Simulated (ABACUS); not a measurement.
**CuO (Tenorite) under changes of volume**

One of the cells (10.163 Å³/atom); the others are scaled copies at fixed shape and fractional positions:

```
CELL_PARAMETERS angstrom
2.34465 -1.71340 0.00000
2.34465 1.71340 0.00000
-0.86055 0.00000 5.05944
ATOMIC_POSITIONS crystal
Cu 0.49680 0.00320 0.50000
Cu 0.00320 0.49680 0.00000
O 0.40560 0.57140 0.75370
O 0.57140 0.40560 0.25370
```

```yaml
Program: ABACUS 3.10.1
Functional: PBEsol
Potentials_or_basis: PseudoDojo NC SR 0.4.1 PBEsol standard
Cutoff: 1252 eV
Density_cutoff: 5007 eV
Basis: plane waves
k_mesh: 10 × 10 × 5
Occupations: fermi-dirac, width 0.05 eV
Spin: no spin polarisation
```

```tsv
volume (Å³/atom)	energy over the lowest point (meV/atom)	pressure (GPa)	largest force (eV/Å)
9.553	12.33	9.4	0.917
9.756	3.41	4.8	0.846
9.959	0.00	0.7	0.780
10.163	1.51	-3.0	0.765
10.366	?	?	?
10.569	17.17	-9.1	0.757
10.772	30.43	-11.7	0.760
```

Problem. What does the run at 10.366 Å³/atom give?

Solution. Energy over the lowest point 7.39 meV/atom; pressure -6.2 GPa; largest force 0.758 eV/Å.

Worked out: A Birch-Murnaghan fit of order 3 (a polynomial in V^(-2/3)) to the other rows has its minimum at 10.00 Å³/atom with B0 = V·E''(V) = 187 GPa and B' = 4.7 at fixed shape and positions, which overstates the stiffness. It gives 7.39 meV/atom at 10.366 Å³/atom, against the run's 7.39, and -dE/dV = -6.2 GPa, against -6.2.

Energies are extrapolated to zero smearing.

Caveats: the run has no spin polarisation, though such a crystal can be magnetic.
